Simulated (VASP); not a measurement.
TiO:

```
Ti O
1.0
     3.00943    0.00000    0.00000
    -1.50472    2.60625    0.00000
     0.00000    0.00000    2.93706
Ti O
1 1
Direct
  0.00000 0.00000 0.00000
  0.66667 0.33333 0.50000
```

The cell comes from a database or a generator and needn't be the stable form of this composition.

Base run:

```yaml
Program: VASP 6.6.1
Functional: LDA
Potentials_or_basis: VASP PAW LDA potentials, release 64 (Ti_sv, O)
Cutoff: 520 eV
k_mesh: 7 × 7 × 6
Occupations: gaussian, width 0.05 eV
Spin: collinear spin, ferromagnetic start
Starting_moments: "[1.0, 0.0] μB"
Fixed_moment: 0 μB
Hubbard_terms: Ti d U = 4 eV
```

Its results: pressure -31.2 GPa.

Q: The run is repeated on the same cell with these changes: hubbard terms from Ti d U = 4 eV to none. What comes out?

A: Pressure -38.1 GPa.

Caveats: a pressure of tens of GPa on the cell as given is suspect, and the run, the potentials or the cell itself is likely at fault; the total moment is fixed, so each spin has its own Fermi level.
